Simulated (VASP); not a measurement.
**GaAs: optical spectrum with PBE**

**Experimental background.**

From “Evidence of valence band perturbations in GaAsN/GaAs(001): A combined variable-angle spectroscopic ellipsometry and modulated photoreflectance investigation”, 2008, arxiv:0805.2212, for a bulk crystal of GaAs at 300 K: band gap 1.412 ± 0.01 eV (direct).

Crystal: GaAs.

```
CELL_PARAMETERS angstrom
0.00000 2.83140 2.83140
2.83140 0.00000 2.83140
2.83140 2.83140 0.00000
ATOMIC_POSITIONS crystal
Ga 0.00000 0.00000 0.00000
As 0.25000 0.25000 0.25000
```

- Program: VASP 6.6.1
- Task: optical spectrum
- Functional: PBE
- Potentials or basis: VASP PAW PBE potentials, release 64 (Ga_d, As)
- Cutoff: 520 eV
- k mesh: 10 × 10 × 10
- Occupations: gaussian, width 0.03 eV
- Spin: no spin polarisation
- Further INCAR settings: ALGO = Normal; EDIFF = 1e-06; NBANDS = 41

* Pressure: 3.1 GPa
* Band gap on the k mesh: 0.48 eV, direct

Levels at points of the mesh, in eV from the valence-band top:
```
           k point  band 6  band 7  band 8  band 9  band 10  band 11  band 12  band 13
(0.00, 0.00, 0.00)  -12.69    0.00    0.00    0.00     0.48     3.73     3.73     3.73
(0.50, 0.00, 0.00)  -10.94   -6.61   -1.13   -1.13     0.99     4.63     4.63     7.75
(0.50, 0.50, 0.00)  -10.21   -6.80   -2.66   -2.66     1.47     1.66    10.13    10.13
```

Dielectric function (mean over the directions given):
```csv
energy (eV),real part,imaginary part
0.27,25.69,3.78
0.94,13.01,1.37
1.61,18.05,9.97
2.29,4.42,11.32
2.96,11.64,11.72
3.63,14.43,11.78
4.30,-16.77,23.22
4.98,2.00,16.57
5.65,-5.41,9.84
6.32,-4.06,4.79
7.06,-4.40,3.60
7.73,-3.70,2.95
8.41,-2.58,2.61
9.08,-2.30,1.28
9.75,-2.15,1.67
10.43,-1.66,0.98
11.10,-1.58,0.97
11.77,-0.93,0.63
12.44,-0.81,0.52
13.12,-0.59,0.42
13.86,-0.43,0.33
14.53,-0.31,0.33
15.20,-0.12,0.25
15.87,-0.03,0.24
16.55,0.07,0.33
17.22,0.14,0.24
17.89,0.23,0.18
18.56,0.34,0.17
19.24,0.30,0.24
19.98,0.34,0.19
```

Run time: 13 s on 4 MPI ranks on Intel(R) Xeon(R) 6975P-C (Granite Rapids), with other jobs on the host, peak memory 0.25 GiB a rank.

A measured gap of GaAs is 1.412 eV (direct; 300 K; “Evidence of valence band perturbations in GaAsN/GaAs(001): A combined variable-angle spectroscopic ellipsometry and modulated photoreflectance investigation”, 2008, arxiv:0805.2212); the calculated 0.48 eV misses it by -0.93 eV. 3 values of this kind are on record (1.412 to 1.51 eV); this one was drawn at random among those near their median, those with a stated uncertainty first. Spin-orbit coupling on As, Ga is left out. The value is that of PBE, without temperature or zero-point motion. Semilocal functionals fall short of measured gaps as a rule.

Caveat: independent-particle spectra lack excitons.
